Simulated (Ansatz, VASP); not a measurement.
**GaSb: VASP beside Ansatz**

```
Sb Ga
1.0
     0.00000    3.05900    3.05900
     3.05900    0.00000    3.05900
     3.05900    3.05900    0.00000
Sb Ga
1 1
Cartesian
  4.5885 4.5885 4.5885
  0.0000 0.0000 0.0000
```

Alike in both runs: task single point; functional RPBE; dispersion D3(BJ); k mesh 8 × 8 × 8; occupations fermi-dirac, width 0.05 eV; no spin polarisation.

```csv
,VASP,Ansatz
version,VASP 6.6.1,Ansatz 0.2.0
potentials or method,"VASP PAW PBE potentials, release 64 (Sb, Ga_d)",Ansatz PAW
plane-wave cutoff (eV),520,420
valence electrons in the cell,18,28
```

VASP gave:

```
gap on the k mesh at the Fermi level (eV) : 0.13
least direct gap on the mesh (eV)         : 0.13
pressure (GPa)                            : -5.6
dispersion energy (meV/atom)              : -1487.6
```

Task: Which values does Ansatz return?

Result: gap on the k mesh at the Fermi level (eV): 0.13; least direct gap on the mesh (eV): 0.13; pressure (GPa): -5.6; dispersion energy (meV/atom): -1487.7.

The two sets of potentials don't hold the same shells in valence.

Caveats: spin-orbit coupling is left out, which moves the levels of the heavy elements; the PAW data sets were made with another functional, which shifts forces and pressure a little (VASP); the PAW data sets come from PBE, with cores solved anew for the run's functional, which leaves a small shift of forces and pressure (Ansatz).
